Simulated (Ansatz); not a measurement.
# C4N: the cost of one run

Program: Ansatz 0.2.0. Level of theory: DFT PBE+D3(BJ), scalar-relativistic, plane waves, PAW. These are calculated values, not measurements.

### Step 1. The structure to begin with

The structure is hexagonal, space group P6mm (No. 183). The conventional cell has a = 4.931 Å, b = 4.931 Å, c = 16.600 Å, α = 90.00°, β = 90.00°, γ = 120.00°. C (site symmetry m) has 3 C at 1.42 Å in its first shell of neighbours. C (site symmetry 3m) has 3 C at 1.42 Å in its first shell of neighbours. Around N (site symmetry 6mm) lie 1 N at 1.10 Å.

Structure file:

```cif
data_structure
_symmetry_space_group_name_H-M 'P 1'
_symmetry_Int_Tables_number 1
_cell_length_a 4.9313
_cell_length_b 4.9313
_cell_length_c 16.6000
_cell_angle_alpha 90.000
_cell_angle_beta 90.000
_cell_angle_gamma 120.000
_cell_volume 349.59
loop_
_atom_site_label
_atom_site_type_symbol
_atom_site_fract_x
_atom_site_fract_y
_atom_site_fract_z
_atom_site_occupancy
C1 C 0.33333 0.16667 0.24096 1
C2 C 0.33333 0.66667 0.24096 1
C3 C 0.83333 0.16667 0.24096 1
C4 C 0.83333 0.66667 0.24096 1
C5 C 0.16667 0.33333 0.24096 1
C6 C 0.16667 0.83333 0.24096 1
C7 C 0.66667 0.33333 0.24096 1
C8 C 0.66667 0.83333 0.24096 1
N1 N 0.50000 0.50000 0.43121 1
N2 N 0.50000 0.50000 0.49761 1
```

This is the geometry at the first point of the grid.

### Step 2. The grid

Atoms count from 1 in the order of the input.

N2 is moved over the surface cell; relaxed at each place: the height of the adsorbate's atoms; substrate rigid; the origin of the map has the adsorbate above C1.

First coordinate, position of N9 along the first surface vector, from above C1: 6 values from 0.000 to 0.833, periodic. Second coordinate, position of N9 along the second surface vector, from above C1: 6 values from 0.000 to 0.833, periodic.

Relaxed at each point: the height of the adsorbate's atoms; substrate rigid. Points are written as (first, second).

The two vectors of the plane (Å): (2.466, 0.000, 0.000); (-1.233, 2.135, 0.000).

### Step 3. Grid point (0/6, 2/6) of the map's two axes

input.yaml reads:

```yaml
crystal:
  lattice:
    - [4.9313048818, 0.0, 0.0]
    - [-2.4656524409, 4.2706353015, 0.0]
    - [0.0, 0.0, 16.6000331943]
  atoms:
    - { symbol: C, position: [0.3333333333, 0.1666666667, 0.2409653732] }
    - { symbol: C, position: [0.3333333333, 0.6666666667, 0.2409653732] }
    - { symbol: C, position: [0.8333333333, 0.1666666667, 0.2409653732] }
    - { symbol: C, position: [0.8333333333, 0.6666666667, 0.2409653732] }
    - { symbol: C, position: [0.1666666667, 0.3333333333, 0.2409633736] }
    - { symbol: C, position: [0.1666666667, 0.8333333333, 0.2409633736] }
    - { symbol: C, position: [0.6666666667, 0.3333333333, 0.2409633736] }
    - { symbol: C, position: [0.6666666667, 0.8333333333, 0.2409633736] }
    - { symbol: "N", position: [0.3333333333, 0.3333333333, 0.3289170046] }
    - { symbol: "N", position: [0.3333333333, 0.3333333333, 0.3951819323] }
basis:
  ecutwfc: 420
kpoints:
  mp_grid: { grid: [6, 6, 1] }
hamiltonian:
  xc: pbe
  pseudopotentials: { kind: paw, azcp: { folder: soft_1 } }
  dispersion: d3bj
scf:
  occupations: { method: gaussian, width: 0.1 }
output:
  forces: true
  eigenvalues: true
relax:
  adjacent_minimum: "off"
  f_tol: 0.025
  max_steps: 16
  constraints: [{ sites: [0, 1, 2, 3, 4, 5, 6, 7] }, { sites: [8, 9], fix: xy }]
efield:
  axis: 3
  dipole_correction: true
  ramp_width: 0.04
```

The run is started by

```bash
ansatz run input.yaml --threads 1 --pin off --max-ram 3072MiB --backend cpu --events-out ev --progress --plain --runs-dir out
```

What time and memory should one allow on 1 thread of Arm Neoverse V2, shared host?

About 2.6 min, with a peak of 0.48 GiB.
